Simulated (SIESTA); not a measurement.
The system is Zr.

```
CELL_PARAMETERS angstrom
-1.81000 1.81000 1.81000
1.81000 -1.81000 1.81000
1.81000 1.81000 -1.81000
ATOMIC_POSITIONS crystal
Zr 0.00000 0.00000 0.00000
```

This isn't the form of Zr at room conditions, which is hcp.

* Program: SIESTA 5.4.2
* Task: single point
* Functional: PBE
* Potentials or basis: PseudoDojo 0.4 standard (PBE files)
* Basis: DZP (energy shift 0.003 Ry; two zetas on semicore shells)
* Grid cutoff: 800 Ry
* Energy shift: 0.003 Ry
* k mesh: 10 × 10 × 10
* Occupations: fermi-dirac, width 0.05 eV
* Spin: no spin polarisation

On this cell: pressure -2.6 GPa; band gap on the k mesh none (metal or under the smearing width).

The same run follows on a disturbed copy (cell strained at random at fixed volume):

```
Zr
1.0
    -1.84427    1.86024    1.77457
     1.87912   -1.87150    1.82068
     1.75054    1.77777   -1.78583
Zr
1
Direct
  0.02239 0.99601 0.01201
```

**Question.** What changes?

**Answer.** The energy (extrapolated to zero smearing) moves by +6.8 meV/atom; pressure -2.6 GPa; band gap on the k mesh none (metal or under the smearing width).

Stress tensor (GPa, compression positive):
```
-2.59  1.65 -0.65
 1.65 -2.60  0.37
-0.65  0.37 -2.64
```

Caveats: the basis of atomic orbitals isn't converged, which shifts pressures, moduli and gaps.
